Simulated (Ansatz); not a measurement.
A relaxed cell of AlN is given with its symmetry left out. The cell was found from a structure generator's guess, not taken from experiment.

Computed with DFT PBE, scalar-relativistic, plane waves, PAW in Ansatz 0.2.0. Cutoff 420 eV, Γ-centred mesh, Gaussian smearing, no spin polarisation.

```cif
data_structure
_symmetry_space_group_name_H-M 'P 1'
_symmetry_Int_Tables_number 1
_cell_length_a 5.7786
_cell_length_b 3.2036
_cell_length_c 5.2281
_cell_angle_alpha 90.000
_cell_angle_beta 90.000
_cell_angle_gamma 90.000
_cell_volume 96.78
loop_
_atom_site_label
_atom_site_type_symbol
_atom_site_fract_x
_atom_site_fract_y
_atom_site_fract_z
_atom_site_occupancy
Al1 Al 0.83610 0.75000 0.40520 1
Al2 Al 0.66390 0.25000 0.90520 1
Al3 Al 0.33610 0.75000 0.09480 1
Al4 Al 0.16390 0.25000 0.59480 1
N1 N 0.82262 0.25000 0.59908 1
N2 N 0.67738 0.75000 0.09908 1
N3 N 0.32262 0.25000 0.90092 1
N4 N 0.17738 0.75000 0.40092 1
```

Formation energies are uncorrected and refer to the elements' standard structures at the same level (N₂ as a molecule).

Q: Find its symmetry and describe it.

A: Pnma (No. 62). Conventional cell: a = 5.779 Å, b = 3.204 Å, c = 5.228 Å. Al has 4 N at 1.84–1.97 Å; N is surrounded by 4 Al at 1.84–1.97 Å.

Q: What is its formation energy per atom?

A: −1.254 eV/atom.

Q: Is it a metal?

A: No, the gap on the 4×8×6 mesh is 3.46 eV.

Q: From what recipe could a structure generator have reached it?

A: One such recipe: 4-connected net, two elements alternating (Pnma, No. 62). Other recipes can lead to the same cell.

The last run used a 4×8×6 mesh (in the run's order of axes) for its 8-atom cell and Gaussian smearing of 0.02 eV. Kohn–Sham gaps at this level usually fall short of measured ones. Symmetry constrained the relaxation, so the result can be a saddle point. Another cell of AlN relaxed alike, in P3m1, lies 103 meV/atom lower, so this cell isn't the stable form at this level.
